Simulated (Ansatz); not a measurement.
**Sr: strain energy, fitted**

Sr, P6_3/mmc, a = 4.263 Å, c = 13.977 Å. This isn't the element's structure at ambient conditions. Ansatz: PBE, PAW, 420 eV, Γ-centred 12×12×4 mesh on 4 atoms, Gaussian smearing 0.10 eV; no spin polarisation. Series: biaxial strain in the a-b plane, c and atoms relaxed; x is the strain in per cent. y is the free energy over the unstrained cell, V0 = 54.985 Å³/atom.

```
x (%) y (meV/atom)
 -6.0         42.46
 -4.0         17.95
 -2.0             ?
  0.0          0.00
  2.0          3.57
  4.0         13.86
  6.0         30.15
```

Fit y = c2 x² + c3 x³ to the other rows, turn c2 into a modulus, and predict the missing energy.

Least squares on the rows shown. y = 1.0058 x² − 0.028792 x³. In eV per unit strain² c2 is 10.06; M is the biaxial modulus (E = M V0 ε²): 10.06 × 160.2 / (54.985) = 29 GPa. The unstrained cell keeps some stress along the strain, worth a slope of -0.08 meV/atom per %, which the form leaves out. At x = -2.0 the fit asked for gives 4.25 meV/atom. The run gave 4.32 meV/atom, so the fit is 0.07 meV/atom too low, within the rms miss on the fitted rows (0.21 meV/atom).